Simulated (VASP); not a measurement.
A run of VASP 6.6.1:

INCAR

```
ALGO = Fast
EDIFF = 1E-7
EDIFFG = -0.005
ENCUT = 600
GGA = PS
IBRION = 2
ISIF = 3
ISMEAR = 0
LASPH = T
LCHARG = F
LREAL = F
LWAVE = F
NELM = 60
NSW = 90
PREC = Accurate
SIGMA = 0.1
```

KPOINTS

```
k-points
0
Gamma
  18 18 18
```

The input POSCAR:

```
Rh
1.0
    0.0000000000      1.9029860900      1.9029860900
    1.9029860900      0.0000000000      1.9029860900
    1.9029860900      1.9029860900      0.0000000000
Rh
1
Direct
    0.0000000000      0.0000000000      0.0000000000
```

Potentials or basis: VASP PAW PBE potentials, release 64 (Rh_pv).

Command:

```console
$ cat potpaw_PBE.64/Rh_pv/POTCAR > POTCAR
$ mpirun -np 1 vasp_std > vasp.out
```

Hardware: 1 thread of Intel(R) Xeon(R) 6975P-C (Granite Rapids), with other jobs on the host.

Q: Estimate the wall time of this run.

A: Run time: 39 s on 1 thread of Intel(R) Xeon(R) 6975P-C (Granite Rapids), on a shared host, peak memory 0.17 GiB. Counts: scf iterations 42, k points 195, ion steps 4.
